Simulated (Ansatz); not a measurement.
# MoSe2: the cost of one run

Method: DFT LDA, all-electron LAPW, scalar-relativistic unless said, in Ansatz 0.2.0.

The COD entry's cell or inner coordinates are ideal or old and differ from later refinements, so a difference from it is no clean test against experiment.

2 further runs of the same task are left out: 1 that didn't finish, 1 set aside as unsound or not needed. Runs told in other sessions of the task aren't counted.

### Step 1. The structure to begin with

The structure is hexagonal, space group P6_3/mmc (No. 194). Conventional cell: a = 3.248 Å, b = 3.248 Å, c = 12.742 Å, α = 90.00°, β = 90.00°, γ = 120.00°. Around Mo (site symmetry -6m2) lie 6 Se at 2.50 Å. Se (site symmetry 3m) has 3 Mo at 2.50 Å in its first shell of neighbours.

As a file:

```
CELL_PARAMETERS angstrom
3.24841 0.00000 0.00000
-1.62420 2.81320 0.00000
0.00000 0.00000 12.74193
ATOMIC_POSITIONS crystal
Mo 0.33333 0.66667 0.25000
Mo 0.66667 0.33333 0.75000
Se 0.33333 0.66667 0.61992
Se 0.66667 0.33333 0.11992
Se 0.33333 0.66667 0.88008
Se 0.66667 0.33333 0.38008
```

Cartesian axes are those of the input's lattice vectors. The structure goes back to a database entry.

### Step 2. Reference run, LAPW

Input file input.yaml:

```yaml
crystal:
  lattice:
    - [3.2484086601, 0.0, 0.0]
    - [-1.62420433005, 2.81320442152, 0.0]
    - [0.0, 0.0, 12.74192931116]
  atoms:
    - { symbol: Mo, position: [0.333333333333, 0.666666666667, 0.25] }
    - { symbol: Mo, position: [0.666666666667, 0.333333333333, 0.75] }
    - { symbol: Se, position: [0.333333333333, 0.666666666667, 0.619924630515] }
    - { symbol: Se, position: [0.666666666667, 0.333333333333, 0.119924630515] }
    - { symbol: Se, position: [0.333333333333, 0.666666666667, 0.880075369485] }
    - { symbol: Se, position: [0.666666666667, 0.333333333333, 0.380075369485] }
kpoints:
  mp_grid: { grid: [6, 6, 2] }
scf:
  occupations: { method: fixed }
hamiltonian:
  xc: lda
  pseudopotentials: { kind: all_electron, lapw: { basis_error: 0.001 } }
phonons:
  supercell: [1, 1, 1]
```

Command:

```
ansatz run input.yaml --threads 2 --pin off --max-ram 6144MiB --backend cpu --events-out ev --progress --plain --runs-dir out
```

Q: Estimate wall time and peak memory on 2 threads of Arm Neoverse V2, shared host.

About 6.8 min, with a peak of 1.2 GiB.
